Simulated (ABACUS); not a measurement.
This ABACUS 3.10.1 run on PbO2 needs a look.

File INPUT:

```
INPUT_PARAMETERS
suffix              PbO2
calculation         scf
basis_type          lcao
pseudo_dir          ./
orbital_dir         ./
symmetry            1
dft_functional      pbe
ecutwfc             100
pseudo_rcut         7
nspin               1
nbands              17
ks_solver           dav
smearing_method     fd
smearing_sigma      0.00367493
scf_thr             1e-07
scf_nmax            75
mixing_type         broyden
mixing_beta         0.7
cal_force           1
cal_stress          1
out_mul             1
```

STRU

```
ATOMIC_SPECIES
Pb 207.2000 Pb.upf
O 15.9990 O.upf

NUMERICAL_ORBITAL
Pb_confined-atom_8au_1s1p1d.orb
O_confined-atom_6au_1s1p.orb

LATTICE_CONSTANT
1.8897261246

LATTICE_VECTORS
0.0000000000 2.7019920000 2.7019920000
2.7019920000 0.0000000000 2.7019920000
2.7019920000 2.7019920000 0.0000000000

ATOMIC_POSITIONS
Direct

Pb
0.0
1
0.0000000000 0.0000000000 0.0000000000 1 1 1

O
0.0
2
0.7500000000 0.7500000000 0.7500000000 1 1 1
0.2500000000 0.2500000000 0.2500000000 1 1 1
```

File KPT:

```
K_POINTS
0
Gamma
6 6 6 0 0 0
```

Potentials or basis: PseudoDojo NC SR 0.4.1 PBE standard, SZ LCAO (the cutoffs set its grid).

Launch:

```sh
$ OMP_NUM_THREADS=4 abacus > log
```

running log:

```text
ABACUS v3.10.1

               Atomic-orbital Based Ab-initio Computation at UStc

 !!!!!!!!!!!!!!!!!!!!!!!!!!!!!!!!!!!!!!!!!!!!!!!!!!!!!!!!!
                         NOTICE
 !!!!!!!!!!!!!!!!!!!!!!!!!!!!!!!!!!!!!!!!!!!!!!!!!!!!!!!!!

 For LCAO basis: The parameter ks_solver must be 'genelpa', 'elpa', 'lapack', 'scalapack_gvx', 'cusolver', 'cusolvermp', 'pexsi' or 'cg_in_lcao'!
 CHECK IN FILE : OUT.PbO2/warning.log

 !!!!!!!!!!!!!!!!!!!!!!!!!!!!!!!!!!!!!!!!!!!!!!!!!!!!!!!!!
                         NOTICE
 !!!!!!!!!!!!!!!!!!!!!!!!!!!!!!!!!!!!!!!!!!!!!!!!!!!!!!!!!
```

Problem. What happened, and what is wrong with the input?

Solution. The input was rejected before any iteration. The input holds a flaw that was put in on purpose: solver of the other basis (ks_solver = dav).
